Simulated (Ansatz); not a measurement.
# Screening in GaAs (F-43m), part 2 of 2

Wanted: ε∞ of GaAs (F-43m) from perturbation theory, a sum over states and the RPA step of G0W0, with cost.

Ansatz 0.2.0; linear response on PBE, plane waves, PAW. Known limits of the many-body steps: not at the basis limit; mesh may overstate the screening; no spin-orbit coupling; coarse k mesh.

So far. Step 2 (Response to a homogeneous field): One over ε∞ averages 0.07, well under the quarter of exact exchange in PBE0, which by this rule of thumb may open the gap too far. Step 3 (Independent-particle spectrum): The sum gives ε∞ = 14.22 without local fields.

## 3. Independent-particle spectrum (continued)

Level of this step: independent-particle optics on PBE, plane waves, PAW (Ansatz).

Independent particles, no local fields, Gaussian width 0.2 eV. The ε₁, xx=yy=zz by photon energy:

```
photon energy (eV)  ε₁, xx=yy=zz
               0.0          14.2
               0.5          14.9
               1.0          15.3
               1.5          17.0
               2.0          22.2
               2.5          12.5
               3.0          10.3
               3.5          14.1
               4.0          14.3
               4.5         -9.00
               5.0         -6.01
               5.5         -3.60
               6.0         -6.65
               6.5         -5.63
               7.0         -4.76
               7.5         -3.84
               8.0         -3.07
               8.5         -2.42
               9.0         -2.55
               9.5         -2.17
              10.0         -1.84
              10.5         -1.57
              11.0         -1.40
              11.5         -1.19
              12.0        -0.932
              12.5        -0.756
              13.0        -0.567
              13.5        -0.470
              14.0        -0.364
              14.5        -0.256
              15.0        -0.135
              15.5       -0.0514
              16.0        0.0268
              16.5         0.111
              17.0         0.170
              17.5         0.169
              18.0         0.251
              18.5         0.311
              19.0         0.372
              19.5         0.331
              20.0         0.400
              20.5         0.374
              21.0         0.392
              21.5         0.447
              22.0         0.481
              22.5         0.484
              23.0         0.502
              23.5         0.545
              24.0         0.573
              24.5         0.583
              25.0         0.602
```

## 4. RPA screening from the G0W0 run

Now the one-shot GW correction: screening in the RPA, then the self-energy of the levels asked for.

This step: G0W0 on PBE, plane waves, PAW.

input.yaml reads:

```yaml
crystal:
  lattice:
    - [0.0, 2.82685, 2.82685]
    - [2.82685, 0.0, 2.82685]
    - [2.82685, 2.82685, 0.0]
  atoms:
    - { symbol: Ga, position: [0.0, 0.0, 0.0] }
    - { symbol: As, position: [0.25, 0.25, 0.25] }
kpoints:
  mp_grid: { grid: [6, 6, 6] }
hamiltonian:
  xc: pbe
scf:
  occupations: { method: fixed }
gw:
  n_empty_bands: 290
  ecut_chi: 200.0
  qp_bands: [v2, c2]
  qp_kpoints: band_edges
  screening: { model: contour_deformation }
```

Run with:

```bash
$ ansatz run input.yaml --threads 2 --pin off --max-ram 92160MiB --backend cuda --events-out ev --progress --plain --runs-dir out --devices 1 --max-vram 13GiB  # rebuilt from the run's record
```

Numbers of over 12 decimals in the logs are rounded to 6 here.

Output:

```text
GPUs: using 1 of 1 available (devices: 1).
[...]
GPU FFT provider: cuFFT
GPU libraries: cuBLAS 13.8.2, cuFFT 12.4.0, cuSOLVER 12.3.4
Crystal: 2 atoms, lattice volume = 45.179 Å³
Basis set: ecut = 420 eV, 893 PW (Γ)
Bands: 18, of which v1, the nominal top of the filled ones, is band 14 counted from 1 (13 counted from 0)
Symmetry: 24 space group operations
[...]
k-points: 16 of 216 (time reversal used)
[...]
1    16     12.4720    -7.9922    -4.5592   -12.5182  0.7391    12.4388    12.4388  root
[...]
12    13      5.5145   -15.6699     1.9981   -13.0179  0.7207     4.8195     4.8606  root
    12    14      5.5145   -15.6699     1.9981   -13.0179  0.7207     4.8195     4.8606  root
    12    15      9.6578    -6.8746    -3.7864   -10.4497  0.7675     9.4484     9.4466  root
    12    16      9.8514    -8.1811    -3.8682   -11.9064  0.7614     9.7094     9.7086  root
[key lines of the parts left out:]
SCF converged after 6 iterations
Free energy (F): -8639.814013 eV
Fermi energy:    8.191395 eV
```

Run time: 19 s. Hardware: 1 × NVIDIA H100 80GB HBM3 (shared by 6 runs) with 2 threads of AMD EPYC 7R13 (Zen 3), shared host; peak memory 1.4 GiB; 24 s of CPU time.

This step gave:

```
bands summed                                 : 304
RPA ε∞ on this mesh (eigenvalues)            : 50.67, 50.67, 50.67
plane waves in the screening matrix          : 283
G0W0 gap on the mesh                         : 1.151 eV
k of the valence top                         : 0, 0, 0
k of the conduction bottom                   : 0, 0, 0
starting gap on the mesh                     : 0.5135 eV
least direct G0W0 gap on the computed points : 1.151 eV
```

The gap on the mesh goes from 0.51 eV to 1.15 eV, a correction of +0.64 eV. Between the two edge states, bare exchange in place of the xc potential would open the gap by 5.56 eV, and correlation takes back 4.92 eV.

Mean over the mesh in bins of 0.25 1/Å. Static inverse dielectric function, diagonal against length of q+G:

```
length of q+G (Å⁻¹)  static inverse dielectric function, diagonal
               0.34                                         0.133
               0.58                                         0.190
               0.79                                         0.254
               1.03                                         0.335
               1.27                                         0.410
               1.51                                         0.484
               1.76                                         0.556
               2.00                                         0.621
               2.26                                         0.679
               2.51                                         0.726
               2.74                                         0.764
               2.99                                         0.800
               3.26                                         0.833
               3.50                                         0.862
               3.75                                         0.888
               4.00                                         0.909
               4.25                                         0.926
               4.50                                         0.939
               4.76                                         0.950
               5.01                                         0.958
               5.25                                         0.965
               5.50                                         0.970
               5.75                                         0.975
               6.01                                         0.979
               6.26                                         0.982
               6.50                                         0.985
               6.75                                         0.988
               7.00                                         0.990
               7.18                                         0.991
```

## 5. The values together

Times are wall times on 1 × NVIDIA H100 80GB HBM3 (shared by 6 runs) with 2 threads of AMD EPYC 7R13 (Zen 3), shared host, good to a factor of about two.

```
                                          method                            mesh  ε∞, low  middle   high   mean  time
perturbation theory (local fields and xc kernel)  6×6×6 (response on 512 points)    13.67   13.67  13.67  13.67  20 s
               sum over states (no local fields)                           8×8×8    14.22   14.22  14.22  14.22  13 s
           RPA with local fields, on the GW mesh                           6×6×6    50.67   50.67  50.67  50.67  19 s
```

## 6. Summary of results

```yaml
perturbation_theory_local_fields_and_xc_kernel: 13.67, 13.67, 13.67
sum_over_states_no_local_fields: 14.22, 14.22, 14.22
rpa_with_local_fields_on_the_gw_mesh: 50.67, 50.67, 50.67
```

In words: Mean Born effective charge: Ga1 2.12, As2 -2.12 e. Distinct peaks of the ε₂, xx=yy=zz stand at 2.3 and 4.2 eV; the one at 4.2 eV is strongest. The loss function, xx=yy=zz has its highest peak at 16 eV. The sum without local fields gives 14.22 in the mean against 13.67 by perturbation theory; local fields lower ε∞ and the xc kernel gives part of it back, though the sum also carries the error of its own mesh. The RPA values on the 6×6×6 mesh average 3.71 times those of perturbation theory (means 50.67 and 13.67). Without the xc kernel RPA should lie a little lower; it lies higher here. Perturbation theory sums its response on a denser mesh of its own, so the coarser sum of the GW run is the likely cause. PBE usually puts the gap too low, which tends to raise ε∞. Ions are clamped, so the lattice part of the static constant is not in these numbers.

[Paths, hosts, dates, memory and timing lines, banners, echoed tables and standing remarks are left out of the program output.]

[Logs are printed without paths, hosts, clocks, repeated set-up lines and the standing remarks that a program may print on its own settings, such as how far it seeks lower states.]

[Runs of the session that timed out or met a known fault of the program may be left out.]

[Cells called generated may have been cut or substituted from an entry of the Crystallography Open Database or the Materials Project.]

[Hosts, paths, dates, database ids (printed as entryN), source tags and the programs' standing remarks are cut or masked in the printed files.]
